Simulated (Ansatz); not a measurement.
**Nuclear-site quantities of NbH2 as the cell is scaled**

```yaml
crystal:
  lattice:
    - [0.00000, 2.28150, 2.28150]
    - [2.28150, 0.00000, 2.28150]
    - [2.28150, 2.28150, 0.00000]
  atoms:
    - { symbol: Nb, position: [0.00000, 0.00000, 0.00000] }
    - { symbol: H, position: [0.25000, 0.25000, 0.25000] }
    - { symbol: H, position: [0.75000, 0.75000, 0.75000] }
```

Atoms are numbered in the order listed.

The cell comes from COD entry 9009022, which wasn't checked; take it as a given geometry.

Spin polarisation is left out, and whether a magnetic state lies lower isn't shown here.

Method: Ansatz 0.2.0, DFT, LDA, all-electron PAW with datasets made for the crystal, scalar-relativistic.

Sampling and basis: a Γ-centred 15×15×15 k mesh, Fermi–Dirac smearing of 0.03 eV, cutoff 320 eV (chosen by the program for this cell), no spin polarisation.

The contact density is the mean electron density over the nuclear volume; its changes follow the s electrons' response to bonding and compression. Changes below are taken from the unscaled cell, where it is 538606 e/Å³ at Nb1, 2.79985 e/Å³ at H2.

Volumes at which the program chose other datasets or cutoffs are left out.

The datasets are made afresh for each cell, so very small changes are uncertain.

(1) Does compression raise or lower the contact density at H2?

(2) Tabulate the changes with volume.

Results:

(1) It raises it, by 0.11 e/Å³ over the whole range.

(2) 
| V/V(cell) | P (GPa) | Δρ(0) Nb1 (e/Å³) | Δρ(0) H2 (e/Å³) |
| --- | --- | --- | --- |
| 0.9600 | -0.8 | 1.31 | 0.06 |
| 0.9800 | -4.7 | 0.64 | 0.03 |
| 0.9900 | -6.5 | 0.32 | 0.01 |
| 1.0000 | -8.2 | 0.00 | 0.00 |
| 1.0100 | -9.8 | -0.31 | -0.01 |
| 1.0200 | -11.3 | -0.62 | -0.03 |
| 1.0400 | -14.2 | -1.21 | -0.05 |
